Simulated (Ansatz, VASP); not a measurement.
# AgCl: VASP beside Ansatz, part 2 of 2

Aim: how closely do two programs agree when they are given the same cell, functional and k mesh? The cell is taken from a series of VASP runs on this material, whose earlier steps may have relaxed, scaled or displaced it; both programs get it as it stands.

VASP 6.6.1 and Ansatz 0.2.0.

So far: Starting point; VASP: band structure, HSE06; Ansatz: band structure, HSE06.

## (4) Differences

Known differences besides the potentials themselves: exact exchange at q = 0 is treated differently, which shows on coarse meshes; VASP keeps PBE cores, Ansatz makes them for the functional; the data sets hold 26 valence electrons in Ansatz (default PAW (the set named soft_2) files) and 18 in VASP; the cutoff is 420 eV in Ansatz and 350 eV in VASP; VASP takes a coarser grid for exact exchange (PRECFOCK = Fast). Total energies have different zeros and are not compared.

Both answers:

```
                     quantity  Ansatz   VASP  difference
gap over the path points (eV)   2.433  2.407      +0.026
```

Levels at points of the path, from each program's valence-band top (eV; 4 filled, then empty):

```
k (reciprocal lattice)                                    Ansatz                                      VASP
     0.000 0.000 0.000  -2.87 -2.23 -2.23 -2.23 2.43 12.37 12.37  -2.85 -2.24 -2.24 -2.24 2.41 12.47 12.47
     0.500 0.000 0.500   -2.68 -2.38 -2.38 -2.31 4.04 9.39 10.37   -2.66 -2.36 -2.36 -2.29 4.02 9.42 10.36
     0.500 0.222 0.722    -2.38 -2.33 -2.29 -1.29 5.81 9.37 9.55    -2.36 -2.33 -2.28 -1.29 5.79 9.38 9.56
     0.403 0.347 0.750    -2.44 -2.21 -1.97 -1.18 5.37 8.81 9.75    -2.42 -2.19 -1.96 -1.18 5.35 8.82 9.75
     0.125 0.125 0.250  -2.70 -2.02 -1.95 -0.84 4.05 10.34 10.60  -2.69 -2.02 -1.96 -0.85 4.02 10.37 10.62
     0.278 0.278 0.278   -2.66 -2.24 -0.68 -0.68 4.76 9.16 10.54   -2.64 -2.23 -0.68 -0.68 4.74 9.16 10.58
     0.500 0.500 0.500      -2.50 -2.06 0.00 0.00 5.66 8.51 9.27      -2.49 -2.05 0.00 0.00 5.65 8.48 9.30
     0.556 0.389 0.556    -2.49 -2.11 -0.76 -0.30 6.54 7.26 9.76    -2.48 -2.10 -0.76 -0.30 6.53 7.24 9.76
     0.583 0.250 0.667    -2.43 -2.21 -2.00 -1.20 5.44 8.85 9.72    -2.42 -2.20 -1.99 -1.20 5.42 8.85 9.72
     0.500 0.306 0.694    -2.46 -2.22 -1.93 -1.06 6.07 8.52 9.52    -2.44 -2.21 -1.92 -1.06 6.05 8.51 9.53
```

Among the levels compared at these points, filled levels agree within 18 meV and empty ones within 98 meV.

## (5) Ansatz: band structure, PBE0

The same path points are solved in both programs, so levels can be compared one by one.

The cell is taken from a series of VASP runs on this material, whose earlier steps may have relaxed, scaled or displaced it; both programs get it as it stands.

The input, input.yaml:

```yaml
crystal:
  lattice:
    - [0.0, 2.7726629968, 2.7726629968]
    - [2.7726629968, 0.0, 2.7726629968]
    - [2.7726629968, 2.7726629968, 0.0]
  atoms:
    - { symbol: Ag, position: [0.0, 0.0, 0.0] }
    - { symbol: Cl, position: [0.5, 0.5, 0.5] }
hamiltonian:
  xc: pbe0
  pseudopotentials: { kind: paw }
kpoints:
  mp_grid: { grid: [5, 5, 5] }
  band_path:
    path:
      - [0.0, 0.0, 0.0]
      - [0.5, 0.0, 0.5]
      - [0.5, 0.22222, 0.72222]
      - [0.40278, 0.34722, 0.75]
      - [0.125, 0.125, 0.25]
      - [0.27778, 0.27778, 0.27778]
      - [0.5, 0.5, 0.5]
      - [0.55556, 0.38889, 0.55556]
      - [0.58333, 0.25, 0.66667]
      - [0.5, 0.30556, 0.69444]
      - [0.48611, 0.48611, 0.52778]
      - [0.625, 0.25, 0.625]
      - [0.5, 0.0, 0.5]
    npoints: 1
scf:
  occupations: { method: gaussian, width: 0.03 }
  n_extra_bands: 7
output:
  forces: true
  stress: true
  eigenvalues: true
```

Launch:

```sh
> ansatz run input.yaml --threads 4 --pin off --max-ram 9216MiB --backend cpu --events-out ev --progress --plain --runs-dir out
```

Numbers of over 12 decimals in the logs are rounded to 6 here.

What it wrote:

```text
[...]
Crystal: 2 atoms, lattice volume = 42.631 Å³
Basis set: ecut = 420 eV, 869 PW (Γ), exchange–correlation on 54×54×54 points (8 copies of the dense FFT grid, shifted against one another)
Bands: 20, of which v1, the nominal top of the filled ones, is band 13 counted from 1 (12 counted from 0)
Symmetry: 48 space group operations
[...]
k-points: 10 of 125
[...]
--- Band table (eV; the first three rows and the last of 10) ---
  k-point 0: bands = [... 9 lower, 3.7972, 4.4593, 4.4593, 4.4593, 9.8033, 19.8033, 19.8033, 19.8033, ... 3 higher]
  k-point 1: bands = [... 9 lower, 3.9198, 4.3613, 5.5469, 5.5469, 11.3214, 17.4236, 18.8265, 18.8265, ... 3 higher]
  k-point 2: bands = [... 9 lower, 4.1280, 4.5619, 6.5420, 6.5420, 12.9292, 15.9709, 16.9675, 16.9675, ... 3 higher]
  k-point 9: bands = [... 9 lower, 4.1688, 4.5233, 4.6611, 5.7030, 13.3256, 15.9857, 16.7193, 18.1980, ... 3 higher]
[key lines of the parts left out:]
Free energy (F): -8674.664881 eV
Fermi energy:    8.173023 eV
P = ⅓ Tr σ = 1.3126 GPa (13.126 kbar)
```

Elapsed: 22 s, on 4 threads of Intel Xeon Platinum 8488C (Sapphire Rapids), shared host; peak memory 0.92 GiB; 79 s of CPU time.

## (6) VASP: band structure, PBE0

The same cell, functional, mesh and smearing now go to VASP, with its own data sets and cutoff.

The run reads the wave functions of an earlier VASP run, which isn't shown here.

The input, INCAR:

```
SYSTEM = AgCl
PREC = Accurate
ENCUT = 350
EDIFF = 1E-06
NELM = 100
ISMEAR = 0
SIGMA = 0.03
LREAL = .FALSE.
ALGO = Normal
LHFCALC = .TRUE.
AEXX = 0.25
GGA = PE
LASPH = .TRUE.
NBANDS = 15
PRECFOCK = Fast
HFRCUT = -1
LORBIT = 11
LWAVE = .FALSE.
LCHARG = .FALSE.
KPAR = 4
```

The input, POSCAR:

```
AgCl
1.0
    0.0000000000      2.7726629968      2.7726629968
    2.7726629968      0.0000000000      2.7726629968
    2.7726629968      2.7726629968      0.0000000000
Ag Cl
1 1
Direct
    0.0000000000      0.0000000000      0.0000000000
    0.5000000000      0.5000000000      0.5000000000
```

The input, KPOINTS:

```
Automatic mesh
0
Gamma
5 5 5
0 0 0
```

The input, KPOINTS_OPT:

```
Line mode
10
Line-mode
Reciprocal
  0.00000000   0.00000000   0.00000000 GAMMA
  0.50000000   0.00000000   0.50000000 X

  0.50000000   0.00000000   0.50000000 X
  0.50000000   0.25000000   0.75000000 W

  0.50000000   0.25000000   0.75000000 W
  0.37500000   0.37500000   0.75000000 K

  0.37500000   0.37500000   0.75000000 K
  0.00000000   0.00000000   0.00000000 GAMMA

  0.00000000   0.00000000   0.00000000 GAMMA
  0.50000000   0.50000000   0.50000000 L

  0.50000000   0.50000000   0.50000000 L
  0.62500000   0.25000000   0.62500000 U

  0.62500000   0.25000000   0.62500000 U
  0.50000000   0.25000000   0.75000000 W

  0.50000000   0.25000000   0.75000000 W
  0.50000000   0.50000000   0.50000000 L

  0.50000000   0.50000000   0.50000000 L
  0.37500000   0.37500000   0.75000000 K

  0.62500000   0.25000000   0.62500000 U
  0.50000000   0.00000000   0.50000000 X
```

The projector-augmented-wave data sets are Ag and Cl (PBE family, release 64).

Launch:

```sh
> mpirun -np 4 vasp_std
```

What it wrote:

```text
[banner, memory and clock lines left out]
running    4 mpi-ranks, on    1 nodes
[...]
LDA part: xc-table for (Slater+PW92), standard interpolation
 found WAVECAR, reading the header
 POSCAR, INCAR and KPOINTS ok, starting setup
[...]
HFRCUT set to (new)   10.835465
 reading WAVECAR
 the WAVECAR file was read successfully
 initial charge from wavefunction
 entering main loop
       N       E                     dE             d eps       ncg     rms          rms(c)
DAV:   1    -0.721309525807E+01   -0.72131E+01   -0.11290E+00   314   0.116E+01    0.278E+00
DAV:   2    -0.719201410099E+01    0.21081E-01   -0.12420E-01   321   0.447E+00    0.171E+00
DAV:   3    -0.718225620751E+01    0.97579E-02   -0.32703E-02   328   0.200E+00    0.105E+00
DAV:   4    -0.718194873791E+01    0.30747E-03   -0.37297E-03   314   0.502E-01    0.657E-01
[...]
DAV:   8    -0.718187336819E+01    0.57316E-05   -0.45625E-06   314   0.180E-02    0.791E-02
DAV:   9    -0.718187178683E+01    0.15814E-05   -0.13228E-06   274   0.100E-02    0.456E-02
DAV:  10    -0.718187126390E+01    0.52293E-06   -0.46445E-07   220   0.649E-03
   1 F= -.71818713E+01 E0= -.71818713E+01  d E =-.150799E-11
 Start KPOINTS_OPT (optional k-point list driver)
k-point batch [1-10\100]
       N       E                     dE             ncg
DAV:   1     0.751449572930E+03   -0.20405E+04      316
DAV:   2    -0.286939145901E+03   -0.10384E+04      363
DAV:   3    -0.333815352269E+03   -0.46876E+02      370
DAV:   4    -0.334414235516E+03   -0.59888E+00      405
DAV:   5    -0.334419176379E+03   -0.49409E-02      370
DAV:   6    -0.334419233851E+03   -0.57472E-04      370
DAV:   7    -0.334419234791E+03   -0.94049E-06      345
[...]
k-point batch [91-100\100]
       N       E                     dE             ncg
DAV:   1     0.718452381493E+03   -0.47622E+04      316
DAV:   2    -0.307868048976E+03   -0.10263E+04      370
DAV:   3    -0.350814219870E+03   -0.42946E+02      363
DAV:   4    -0.351312820854E+03   -0.49860E+00      398
DAV:   5    -0.351317231420E+03   -0.44106E-02      384
DAV:   6    -0.351317283673E+03   -0.52253E-04      370
DAV:   7    -0.351317284511E+03   -0.83782E-06      314
```

OUTCAR, selected parts (step 6):

```text
 POSITION                                       TOTAL-FORCE (eV/Angst)
 -----------------------------------------------------------------------------------
      0.00000      0.00000      0.00000        -0.000000     -0.000000      0.000000
      2.77266      2.77266      2.77266         0.000000      0.000000     -0.000000
 -----------------------------------------------------------------------------------
    total drift:                               -0.000000      0.000000      0.000000

  FREE ENERGIE OF THE ION-ELECTRON SYSTEM (eV)
  ---------------------------------------------------
  free  energy   TOTEN  =        -7.1818712639 eV

  energy  without entropy=       -7.1818712639  energy(sigma->0) =       -7.18187126

[... 2 parts as in an earlier step ...]

[... 1 further part left out ...]
[key lines of the parts left out:]
E-fermi :   2.3987
```

## (7) Comparison

Compared:

```
                     quantity  Ansatz   VASP  difference
gap over the path points (eV)   3.107  3.084      +0.023
```

Levels at points of the path, from each program's valence-band top (eV; 4 filled, then empty):

```
k (reciprocal lattice)                                    Ansatz                                      VASP
     0.000 0.000 0.000  -2.90 -2.24 -2.24 -2.24 3.11 13.11 13.11  -2.88 -2.25 -2.25 -2.25 3.08 13.21 13.21
     0.500 0.000 0.500  -2.71 -2.41 -2.41 -2.34 4.76 10.11 11.09  -2.69 -2.39 -2.39 -2.32 4.73 10.13 11.07
     0.500 0.222 0.722  -2.41 -2.36 -2.32 -1.31 6.54 10.08 10.27  -2.39 -2.35 -2.30 -1.31 6.52 10.09 10.27
     0.403 0.347 0.750   -2.47 -2.23 -1.99 -1.20 6.09 9.53 10.46   -2.45 -2.21 -1.98 -1.20 6.07 9.53 10.46
     0.125 0.125 0.250  -2.73 -2.05 -1.97 -0.85 4.74 11.05 11.32  -2.72 -2.04 -1.97 -0.85 4.72 11.08 11.35
     0.278 0.278 0.278   -2.69 -2.26 -0.69 -0.69 5.46 9.88 11.27   -2.67 -2.25 -0.69 -0.69 5.44 9.88 11.31
     0.500 0.500 0.500      -2.53 -2.09 0.00 0.00 6.34 9.25 9.99     -2.51 -2.08 0.00 0.00 6.33 9.23 10.02
     0.556 0.389 0.556   -2.52 -2.13 -0.78 -0.31 7.24 7.99 10.48   -2.50 -2.12 -0.77 -0.31 7.22 7.97 10.48
     0.583 0.250 0.667   -2.46 -2.24 -2.03 -1.22 6.17 9.56 10.44   -2.44 -2.22 -2.02 -1.21 6.15 9.57 10.44
     0.500 0.306 0.694   -2.48 -2.25 -1.95 -1.08 6.80 9.23 10.24   -2.47 -2.23 -1.94 -1.08 6.78 9.22 10.24
```

Among the levels compared at these points, filled levels agree within 20 meV and empty ones within 98 meV.

## (8) Summary of results

| Property | Result |
| --- | --- |
| difference in gap over the path points (band structure, HSE06) | 0.026 eV |
| difference in gap over the path points (band structure, PBE0) | 0.023 eV |

In words: The difference in gap over the path points is 0.026 eV (band structure, HSE06), within the 0.08 eV picked in this series as the mark of a large difference. How closely two codes agree says nothing of how well the functional describes the real material.

[Lines on the potential files, build, host, timing and source positions are cut from VASP's logs without a mark.]

[Logs are printed without paths, hosts, clocks, repeated set-up lines and the standing remarks that a program may print on its own settings, such as how far it seeks lower states.]

[Hosts, paths, dates, database ids (printed as entryN), source tags and the programs' standing remarks are cut or masked in the printed files.]
